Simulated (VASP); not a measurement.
# I: relaxation of cell and atoms with PBEsol

The system is I.

```
I
1.0
     5.48530    0.00000    0.00000
     0.00000    5.48530    0.00000
     0.00000    0.00000    5.48530
I
8
Direct
  0.00000 0.00000 0.00000
  0.50000 0.50000 0.50000
  0.25000 0.50000 0.00000
  0.75000 0.50000 0.00000
  0.00000 0.75000 0.50000
  0.00000 0.25000 0.50000
  0.50000 0.00000 0.75000
  0.50000 0.00000 0.25000
```

- Program: VASP 6.6.1
- Task: relaxation of cell and atoms
- Functional: PBEsol
- Potentials or basis: VASP PAW PBE potentials, release 64 (I)
- Cutoff: 600 eV
- k mesh: 8 × 8 × 8
- Occupations: methfessel-paxton, width 0.1 eV
- Spin: no spin polarisation
- Target pressure: 47 GPa
- Further INCAR settings: ALGO = Normal; EDIFF = 1e-07; IBRION = 2; EDIFFG = -0.005; NSW = 90; ISIF = 3
- Target pressure: 47 GPa

```json
{
  "Relaxed volume": "20.63 Å³/atom",
  "Relaxed cell": "a = 5.485 Å, b = 5.485 Å, c = 5.485 Å, α = 90.00°, β = 90.00°, γ = 90.00°",
  "Space group after relaxing (to 0.05 Å)": "Pm-3n (No. 223)",
  "Energy change on relaxing (the enthalpy is what falls)": "+1.3 meV/atom",
  "Ionic steps": "3",
  "Pressure after relaxing": "47.0 GPa",
  "Band gap on the k mesh": "none (metal or under the smearing width)"
}
```

The path:
```tsv
step	energy change (eV)	largest force (eV/Å)	pressure (GPa)	volume (Å³)
1	0.0000	0.0000	46.96	165.04
2	0.0382	0.0000	47.13	164.91
3	0.0101	0.0000	47.00	165.01
```

Final structure:
```
CELL_PARAMETERS angstrom
5.48492 0.00000 0.00000
0.00000 5.48492 0.00000
0.00000 0.00000 5.48492
ATOMIC_POSITIONS crystal
I 0.00000 0.00000 0.00000
I 0.50000 0.50000 0.50000
I 0.25000 0.50000 0.00000
I 0.75000 0.50000 0.00000
I 0.00000 0.75000 0.50000
I 0.00000 0.25000 0.50000
I 0.50000 0.00000 0.75000
I 0.50000 0.00000 0.25000
```

Levels at points of the mesh, in eV from the Fermi level:
```
           k point  band 26  band 27  band 28  band 29  band 30  band 31
(0.00, 0.00, 0.00)    -1.35     0.64     0.64     0.64     3.88     3.88
(0.50, 0.00, 0.00)    -1.29     0.56     0.56     1.22     1.22     3.27
(0.50, 0.50, 0.00)    -1.07    -0.91    -0.70    -0.53     0.97     0.97
(0.50, 0.50, 0.50)    -2.69    -2.00    -2.00    -2.00    -2.00    -2.00
```

Run time: 110 s on 2 MPI ranks on Intel(R) Xeon(R) 6975P-C (Granite Rapids), on a shared host, peak memory 0.42 GiB a rank.

Caveat: the cell is relaxed towards a set pressure, so the enthalpy falls and the energy may rise; the PAW data sets were made with another functional, which shifts forces and pressure a little. The run has no spin-orbit coupling, so splittings on I are missing.
